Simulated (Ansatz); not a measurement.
# I: single point in Python

What energy and properties does I have at the given structure? Aim: a single point, for I, run from a script.

Program: Ansatz 0.2.0 through its Python package. Level of theory: DFT with a functional composed in the script, plane waves, norm-conserving potentials. These are calculated values, not measurements.

### Step 1. Starting point

Symmetry: P1, No. 1, triclinic system. The conventional cell has a = 4.303 Å, b = 4.338 Å, c = 9.812 Å, α = 91.18°, β = 91.05°, γ = 112.50°. Around I (site symmetry 1) lie 1 I at 2.65 Å. I (site symmetry 1) has 1 I at 2.79 Å as nearest neighbours.

No structure file is read: the coordinates are typed or built in the script.

### Step 2. The script

File scf_i.py:

```python
"""Self-consistent field of I at the given structure, atoms off their sites."""

from pathlib import Path
import warnings

import ansatz as az
import matplotlib.pyplot as plt
import numpy as np

SMEARING = "fixed"
KMESH = (2, 2, 1)
TOLERANCE = 1e-05
N_EMPTY = 4

warnings.simplefilter("ignore", az.DeckWarning)

vectors = np.array([
    [3.58164, -2.38394, -0.03946],
    [3.60267, 2.41586, 0.04464],
    [0.00697, 0.17196, 9.81095],
])
material = (
    az.Lattice.of(vectors)
    .atom("I", (0.86047, 0.15717, 0.8765))
    .atom("I", (0.33197, 0.65668, 0.61632))
    .atom("I", (0.12498, 0.86241, 0.11387))
    .atom("I", (0.66837, 0.3412, 0.3865))
)

# settings of the run
base = (
    material.calculation()
    .functional(exchange="pbesol", correlation="pbe")
    .accuracy("low")  # preset for grids and thresholds
    .pseudopotentials("nc")
    .occupations(SMEARING)  # whole-number filling, right only where there is a gap
    .kpoints(*KMESH)
    .scf(tolerance=TOLERANCE, extra_bands=N_EMPTY)
    .density_of_states(energy_step=0.2, nscf_kmesh_spacing=0.24)  # states per eV and cell
    .band_table()  # levels at the mesh points
    .density()  # keep the density on its grid
    .potential()
    .electron_localization_function()  # 1 for a lone pair or bond, 0.5 for a uniform gas
    .output_files(volumetric_format="npy")
)
result = base.run(threads=1)
r = result.report

energy = r["free_energy_ev"]
print("I: {:.6f} eV = {:.6f} Ry = {:.6f} Ha".format(energy, energy / 13.605693, energy / 27.211386))
print("Fermi level {:.4f} eV, {} k-points, {} symmetry operations".format(r["fermi_energy_ev"], r["n_kpoints"], r["n_symmetry_ops"]))

dos = result.density_of_states()
energy = np.asarray(dos.energies_ev) - dos.fermi_ev
top = min(levels[-1] for levels in r["eigenvalues_ev"]) - dos.fermi_ev  # the computed bands end here
total = np.asarray(dos.spin_summed_g_bin_mean_per_ev)
print("E - E_F (eV)   states/eV")
for e in np.arange(-10, min(8, top), 0.5):
    print(f"{e:8.1f} {np.interp(e, energy, total):12.3f}")

folder = Path(result.write_results("fields"))
print("densities in e/A^3, potentials in eV, ELF without unit")
for name in sorted(p.name for p in folder.glob("*.npy")):
    field = np.load(folder / name)
    print(f"{name:16s} {str(field.shape):16s} min {field.min():10.4f}  mean {field.mean():10.4f}  max {field.max():10.4f}")

field = sum(channel.density_e_per_ang3 for channel in result.density().channels[:2])
fig, ax = plt.subplots(figsize=(4, 3.4))
shown = ax.imshow(np.log10(np.clip(field[:, :, 0].T, 1e-3, None)), origin="lower", extent=(0, 1, 0, 1))
fig.colorbar(shown, label="log10 density (e/A^3)")
ax.set(xlabel="fraction of grid vector 1", ylabel="fraction of grid vector 2")
fig.savefig("density_plane.png", dpi=100)
print(f"plane through the origin: {field[:, :, 0].min():.4f} to {field[:, :, 0].max():.4f} e/A^3")
```

### Step 3. Running it

Launch:

```console
$ python scf_i.py
```

Without the output at hand: what should come out? Wanted: free energy; gap on the mesh; highest ELF outside the cores.

As calculated:

| quantity | value |
| --- | --- |
| free energy | -1406.3415 eV (-351.5854 eV/atom) |
| gap on the mesh | 0.94 eV |
| highest ELF outside the cores | 0.94, beside I, off the lines to its neighbours |

**Reading.** On the mesh the gap is 0.94 eV; the true edges may lie between its points. Spin-orbit coupling is missing; it shifts edges that sit on the heavy atoms' p or d states. Reading the output:
- The Fermi level of a run with fixed occupations marks the highest occupied state on its mesh, not mid-gap.
- Energy and stress may still move on a finer k-point mesh.
- Only differences from the Fermi energy are physical; the zero of the scale is a convention.
- The crystal has a gap of about 0.94 eV on the mesh; bins of finite width blur the band edges.
- The fields are valence quantities on the plane-wave grid; their values near the nuclei depend on the potentials.
- The cell is a database structure, distorted on purpose.
- The computed bands are complete only to about 5.1 eV above the Fermi level; beyond that the density of states is undercounted. The atoms and cell were moved off the listed structure at random before the run.
